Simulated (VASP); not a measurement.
Wanted: the native input for a VASP 6.6.1 run.

- Task: relaxation of cell and atoms
- Functional: PBE
- Dispersion: D3(BJ)
- Potentials or basis: VASP PAW PBE potentials, release 64 (Cd, O)
- Cutoff: 520 eV
- k mesh: 16 × 16 × 16
- Occupations: gaussian, width 0.1 eV
- Spin: no spin polarisation
- Target pressure: 45 GPa
- Further INCAR settings: ALGO = Normal; EDIFF = 1e-07; IBRION = 2; EDIFFG = -0.002; NSW = 80; ISIF = 3
- Target pressure: 45 GPa

The structure of CdO lies in POSCAR:

```
CdO                                     
1.0
    0.0000000000      2.1589808036      2.1589808036
    2.1589808036      0.0000000000      2.1589808036
    2.1589808036      2.1589808036      0.0000000000
  Cd              O             
     1     1
Direct
     0.0000000000000000    0.0000000000000000    0.0000000000000000
     0.5000000000000000    0.5000000000000000    0.5000000000000000
```

These files were run (other wordings do the same):

INCAR

```
ALGO = Normal ; EDIFF = 1E-7
EDIFFG = -0.002 ; ENCUT = 520
GGA = PE ; IBRION = 2
ISIF = 3 ; ISMEAR = 0
IVDW = 12 ; LASPH = T
LCHARG = F ; LREAL = F
LWAVE = F ; NELM = 100
NSW = 80 ; PREC = Accurate
PSTRESS = 450.0 ; SIGMA = 0.1
```

KPOINTS

```
k-points
0
Gamma
  16 16 16
```

Potentials or basis: VASP PAW PBE potentials, release 64 (Cd, O).

Command:

```console
$ cat potpaw_PBE.64/Cd/POTCAR potpaw_PBE.64/O/POTCAR > POTCAR
$ mpirun -np 1 vasp_std > vasp.out
```

Results of the run:

```json
{"Relaxed volume": "10.87 Å³/atom", "Relaxed cell": "a = 3.133 Å, b = 3.133 Å, c = 3.133 Å, α = 60.00°, β = 60.00°, γ = 60.00°", "Space group after relaxing (to 0.05 Å)": "Fm-3m (No. 225)", "Energy change on relaxing (the enthalpy is what falls)": "-298.0 meV/atom", "Ionic steps": "17", "Pressure after relaxing": "45.0 GPa", "Band gap on the k mesh": "none (metal or under the smearing width)", "Dispersion energy per atom": "-0.351 eV"}
```

Caveat: the cell is relaxed towards a set pressure, so the enthalpy falls and the energy may rise; pairwise dispersion overbinds metals, which lowers pressure and volume; this crystal is a semiconductor, whose small gap the functional closes, so the metal is an error of the method.

It took 3.4 min on 1 thread of Intel(R) Xeon(R) Platinum 8259CL CPU @ 2.50GHz (Skylake/Cascade Lake) (shared host), peak memory 0.18 GiB.
